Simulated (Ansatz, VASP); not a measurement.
Ba in VASP and in Ansatz

```
Ba
1.0
     4.23290    0.00000    0.00000
    -2.11645    3.66580    0.00000
     0.00000    0.00000    6.91138
Ba
2
Direct
  0.33333 0.66667 0.25000
  0.66667 0.33333 0.75000
```

Alike in both runs: functional PBE; k mesh 10 × 10 × 6; occupations fermi-dirac, width 0.1 eV; no spin polarisation.

Ansatz relaxed the structure, and its values are those at the end. VASP's run is a single point on that final structure, the one shown.

|  | VASP | Ansatz |
| --- | --- | --- |
| version | VASP 6.6.1 | Ansatz 0.2.0 |
| potentials or method | VASP PAW PBE potentials, release 64 (Ba_sv) | PAW with Ansatz's default frozen-core files, scalar-relativistic |
| plane-wave cutoff (eV) | 520 | 420 |
| valence electrons in the cell | 20 | 20 |

|  | VASP | Ansatz | Ansatz less VASP |
| --- | --- | --- | --- |
| pressure (GPa) | 1.9 | 1.7 | -0.13 |

The runs have no spin-orbit coupling, so splittings on Ba are missing.
